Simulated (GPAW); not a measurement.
GaN, 2 atoms in the cell. It takes space group F-43m (No. 216, cubic). The conventional cell has a = 4.507 Å, b = 4.507 Å, c = 4.507 Å, α = 90.00°, β = 90.00°, γ = 90.00°. Around Ga (site symmetry -43m) lie 4 N at 1.95 Å. N (site symmetry -43m) has 4 Ga at 1.95 Å as nearest neighbours. The cell is a database's computed one.

| Quantity | Value |
| --- | --- |
| Program | GPAW 26.7.0 |
| Task | single point |
| Functional | LDA |
| Potentials or basis | the program's PAW data sets (release 1.2.1) made for this functional |
| Cutoff | 600 eV |
| Basis | pw |
| k mesh | 8 × 8 × 8 |
| Occupations | fermi-dirac, width 0.05 eV |
| Spin | no spin polarisation |
| Maxiter | 120 |
| Convergence | default |

Potentials or basis: the program's PAW data sets (release 1.2.1) made for this functional, pw.

Launch:

```sh
$ OMP_NUM_THREADS=1 python run.py
```

Hardware: 1 thread of Arm Neoverse V2, on a shared host.

Question: Estimate the wall time of this run.

Answer: Run time: 3.8 s on 1 thread of Arm Neoverse V2, with other jobs on the host, peak memory 0.13 GiB. Counts: scf iterations 8, plane waves 778, bands 11, k points 29.
